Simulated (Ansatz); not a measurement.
**⁴⁷Ti NMR of the central transition in TiO2**

Cell: a COD entry.

Space group P4_2/mnm (No. 136); a = 4.5922, c = 2.9574 Å.

| site | Wyckoff | site symmetry | x | y | z |
| --- | --- | --- | --- | --- | --- |
| Ti | 2a | m.mm | 0.0000 | 0.0000 | 0.0000 |
| O | 4f | m.2m | 0.3050 | 0.3050 | 0.0000 |

One atom of each set is listed.

All values are calculated (Ansatz; DFT, PBE, plane waves and PAW, scalar-relativistic, 420 eV cutoff, Γ-centred 7×7×10 k-points, Fermi–Dirac smearing 0.02 eV), not measured.

⁴⁷Ti has I = 5/2 and Q = 302.0 mb (Pyykkö 2018); at 16.4 T its Larmor frequency is ν₀ = 39.4 MHz. Only the quadrupole interaction is simulated: positions count from each site's isotropic chemical shift, and shift anisotropy, dipolar and J coupling are left out.

Problem. Simulate the second-order pattern (static powder, Gaussian broadening 5 kHz) of site Ti (6 O at 1.95–1.98 Å).

Solution. The calculation gives C_Q = -16.6 MHz and η = 0.29, so ν_Q = 2.49 MHz and the centre of gravity lies at -1089 ppm (-42.9 kHz).

offset (kHz), height and a bar:
```
   -194.8          0 
   -181.6         16 #####
   -168.3         48 ###############
   -155.1         52 ################
   -141.9         57 #################
   -128.7         63 ###################
   -115.4         73 ######################
   -102.2        100 ##############################
    -89.0         83 #########################
    -75.7         68 #####################
    -62.5         62 ###################
    -49.3         59 ##################
    -36.1         57 #################
    -22.8         56 #################
     -9.6         56 #################
      3.6         49 ###############
     16.8         46 ##############
     30.1         51 ###############
     43.3         60 ##################
     56.5         88 ###########################
     69.7         82 #########################
     83.0         51 ###############
     96.2         16 #####
    109.4          0
```

At this cell the PBE pressure is 5 GPa, so with PBE the cell would grow if it were relaxed.

The run took 1.6 s of wall time (4.8 s of CPU time) and 0.52 GiB at its peak, on 4 threads of Intel Xeon Platinum 8559C (Emerald Rapids) (x86_64; 48 cores open to the job, memory cap 10.0 GiB, no GPU), a shared host with a load of 0.2 a core.
